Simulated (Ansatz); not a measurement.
# Core-level photoemission in Na2S

Cell: a structure deposited in the COD, its atoms then relaxed with PBE in this cell, repeated to a supercell; a hole's nearest image is 6.5 Å away.

```cif
data_Na2S
_symmetry_space_group_name_H-M 'Fm-3m'
_symmetry_Int_Tables_number 225
_cell_length_a 6.5470
_cell_length_b 6.5470
_cell_length_c 6.5470
_cell_angle_alpha 90.000
_cell_angle_beta 90.000
_cell_angle_gamma 90.000
loop_
_atom_site_label
_atom_site_type_symbol
_atom_site_symmetry_multiplicity
_atom_site_Wyckoff_symbol
_atom_site_fract_x
_atom_site_fract_y
_atom_site_fract_z
Na1 Na 8 c 0.2500 0.2500 0.2500
S9 S 4 a 0.0000 0.0000 0.0000
```

One atom of each set is listed.

All values are calculated (Ansatz; DFT, PBE, plane waves and PAW, scalar-relativistic, 420 eV cutoff, Γ-centred 3×3×3 k-points, fixed occupations), not measured.

Each value is a total-energy difference between the cell with one core hole and the ground state (ΔSCF), counted from the top of the valence band. The valence electrons get no spin in the cell with the hole, so they can't polarise against the unpaired core electron; that puts absolute values high, by some tenths of an eV and in some cases by about 1 eV. The periodic images are corrected with the calculated ε∞ = 3.48.

(1) Give the Na 1s, S 2p lines of each distinct site.

The program doubts some values: the potential far from the hole hasn't levelled off; the cell is too small to check the potential alignment. Absolute PBE values can be off by an eV or more. Multiplets, satellites and widths aren't calculated.

The run took 17 s of wall time (17 s of CPU time) and 0.54 GiB at its peak, on 1 thread of Arm Neoverse V2 (aarch64; 32 cores open to the job, memory cap 2.5 GiB, no GPU), a shared host with a load of 0.6 a core.

Answers

(1) 

| line | atom | first shell | E_B (eV) | j = l + ½ / j = l − ½ (eV) |
| --- | --- | --- | --- | --- |
| Na 1s | 1 | 4 S at 2.83 Å | 1068.7 | – |
| S 2p | 9 | 8 Na at 2.83 Å | 159.7 | 159.3 / 160.5 |

For p, d and f shells E_B is the weighted mean of the two lines, whose splitting comes from the free atom's Dirac orbitals.
